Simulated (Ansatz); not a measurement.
The elements of this relaxed trial crystal are hidden behind letters.

```
lattice vectors (Å)
   3.9955    0.0000    0.0000
  -1.9978    3.4602    0.0000
   0.0000    0.0000    9.7871
fractional positions
X 0.3333 0.6667 0.7915
X 0.6667 0.3333 0.2085
Z 0.6667 0.3333 0.4559
Z 0.0000 0.0000 0.1276
Z 0.3333 0.6667 0.5441
Z 0.0000 0.0000 0.8724
```

All numbers below come from DFT PBE, scalar-relativistic, plane waves, PAW in Ansatz 0.2.0. Cutoff 420 eV, Γ-centred 12×12×4 mesh (6-atom cell), Gaussian smearing of 0.02 eV, no spin polarisation.

- Space group: P-3m1 (No. 164)
- Conventional cell: a = 3.996 Å, c = 9.787 Å
- Volume per atom: 22.55 Å³
- Density: 4.25 g/cm³
- Formation energy: +0.018 eV/atom
- Gap on the 12×12×4 mesh of the 6-atom cell: 0.47 eV

Energies are uncorrected and count from the elements' standard states at the same level.

Problem. X is a p-block element of period 3 and Z is a p-block element of period 4. Which elements are they?

Solution. X = Si, Z = Ge, so the formula is SiGe2. Density times volume gives a mean mass of 4.25 × 22.55/1.6605 = 57.7 u per atom, and this set has 57.8 u. Among the elements that the hints allow, noble gases aside, only these give it. Si has 4 Ge at 2.42–2.44 Å; Ge on its first site has 1 Si at 2.42 Å and 3 Ge at 2.46 Å; Ge on its second site has 3 Si at 2.44 Å and 1 Ge at 2.50 Å.

Kohn–Sham gaps at this level usually fall short of measured ones. A structure relaxed within its symmetry needn't be a true minimum.
